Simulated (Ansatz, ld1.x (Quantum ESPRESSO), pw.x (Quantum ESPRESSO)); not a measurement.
## What a changed setting does to a pw.x run (bcc Al)

Potential: PAW, ld1.x (Quantum ESPRESSO) 7.5, PBE; core [Ne], reference 3s2 3p1; waves: 3s (bound): rcut 2.00, rcutus 2.15 bohr; 3s channel at 0.15 Ry: rcut 2.00, rcutus 2.15 bohr; 3p (bound): rcut 1.65, rcutus 2.05 bohr; 3p channel at 2.6 Ry: rcut 1.65, rcutus 2.05 bohr; 3d channel at 0.5 Ry: rcut 1.70, rcutus 1.85 bohr; local part: all-electron potential smoothed inside 1.95 bohr (lloc = -1); core correction: Bessel-smoothed model core, default radius (core density twice the valence density); augmentation: PSQ, inside the norm-conserving radii.

The reference run (k-mesh 14³, cutoffs 40/320 Ry, Fermi–Dirac 0.01 Ry, mixing_beta 0.4, conv_thr 1e-9, no spin) gives 0.11 GPa at 16.945 Å³/atom, where all-electron LAPW gives 0.07 GPa. This run, with its own iteration cap, changes ecutrho/ecutwfc to 2.

```
&control
  calculation='scf', prefix='x', pseudo_dir='./', outdir='./tmp', tstress=.true., disk_io='none'
/
&system
  ibrav=0, nat=1, ntyp=1, ecutwfc=40, ecutrho=80, nbnd=8,
  occupations='smearing', smearing='fd', degauss=0.01
/
&electrons
  conv_thr=1e-09, mixing_beta=0.4, electron_maxstep=50
/
ATOMIC_SPECIES
Al 1.0 Al.UPF
CELL_PARAMETERS angstrom
  -1.61805716 1.61805716 1.61805716
  1.61805716 -1.61805716 1.61805716
  1.61805716 1.61805716 -1.61805716
ATOMIC_POSITIONS crystal
Al 0.0000 0.0000 0.0000
K_POINTS automatic
14 14 14 0 0 0
```

```bash
pw.x < Al.scf.in > Al.scf.out
```

Q: How does the run end?

A: It converges in 5 iterations; the free energy moves by -2.2 meV/atom and the pressure by +0.14 GPa. Below 4 the density is truncated and F is no longer variational, so a small shift in one case is no licence.

```
Message from routine set_cutoff:
     ecutrho < 4*ecutwfc, are you sure?
     Message from routine setup:
     using ibrav=0 with symmetry is DISCOURAGED, use correct ibrav instead
     lattice parameter (alat)  =       5.2961  a.u.
     unit-cell volume          =     114.3505 (a.u.)^3
     number of electrons       =         3.00
     number of Kohn-Sham states=            8
     kinetic-energy cutoff     =      40.0000  Ry
     charge density cutoff     =      80.0000  Ry
     scf convergence threshold =      1.0E-09
     Exchange-correlation= SLA  PW   PBX  PBC
     number of k points=   104  Fermi-Dirac smearing, width (Ry)=  0.0100
     iteration #  1     ecut=    40.00 Ry     beta= 0.40
     total energy              =     -39.49719831 Ry
     estimated scf accuracy    <       0.00511809 Ry
     iteration #  2     ecut=    40.00 Ry     beta= 0.40
     total energy              =     -39.49664449 Ry
     estimated scf accuracy    <       0.00165240 Ry
     iteration #  3     ecut=    40.00 Ry     beta= 0.40
     total energy              =     -39.49668906 Ry
     estimated scf accuracy    <       0.00000124 Ry
     iteration #  4     ecut=    40.00 Ry     beta= 0.40
     total energy              =     -39.49668930 Ry
     estimated scf accuracy    <       0.00000001 Ry
     iteration #  5     ecut=    40.00 Ry     beta= 0.40
     the Fermi energy is     7.6289 ev
!    total energy              =     -39.49668930 Ry
     estimated scf accuracy    <          1.2E-10 Ry
     smearing contrib. (-TS)   =      -0.00173958 Ry
     convergence has been achieved in   5 iterations
          total   stress  (Ry/bohr**3)                   (kbar)     P=        2.47
     Message from routine punch:
     Nothing written, as per user request (disk_io='none')
```

The run took about 6.4 s on one core of a shared host (Intel(R) Xeon(R) Platinum 8375C CPU @ 2.90GHz, 128 threads, 992 GiB, load 69).
